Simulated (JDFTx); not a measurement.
Ni under changes of volume

One of the cells (10.597 Å³/atom); the others are scaled copies at fixed shape and fractional positions:

```
CELL_PARAMETERS angstrom
-1.38372 1.38372 1.38372
1.38372 -1.38372 1.38372
1.38372 1.38372 -1.38372
ATOMIC_POSITIONS crystal
Ni 0.00000 0.00000 0.00000
```

This isn't the form of Ni at room conditions, which is fcc.

* Program: JDFTx 1.7.0 (patched build)
* Functional: PBE
* Potentials or basis: PseudoDojo-SR-PBE-0.5-standard
* Cutoff: 1333 eV
* Density cutoff: 5333 eV
* k mesh: 13 × 13 × 13
* Occupations: fermi-dirac, width 0.05 eV
* Spin: collinear spin, ferromagnetic start
* Starting moments: [1.0] μB

| volume (Å³/atom) | energy over the lowest point (meV/atom) | pressure (GPa) | moment (μB per cell) |
| --- | --- | --- | --- |
| 9.962 | 71.95 | 24.3 | 0.58 |
| 10.174 | 43.86 | 18.3 | 0.59 |
| 10.385 | 23.39 | 12.9 | 0.60 |
| 10.597 | 9.71 | 8.0 | 0.61 |
| 10.809 | ? | ? | ? |
| 11.021 | 0.00 | -0.1 | 0.62 |
| 11.233 | 2.62 | -3.6 | 0.63 |

What does the run at 10.809 Å³/atom give?

Energy over the lowest point 2.16 meV/atom; pressure 3.7 GPa; moment 0.61 μB per cell.

Worked out: A Birch-Murnaghan fit of order 3 (a polynomial in V^(-2/3)) to the other rows has its minimum at 11.01 Å³/atom with B0 = V·E''(V) = 191 GPa and B' = 5.0. It gives 2.14 meV/atom at 10.809 Å³/atom, against the run's 2.16, and -dE/dV = 3.6 GPa, against 3.7. A straight line through the other rows of the moment, of slope 0.0378 μB per Å³/atom, gives 0.61 μB, against the run's 0.61.

Energies are extrapolated to zero smearing.
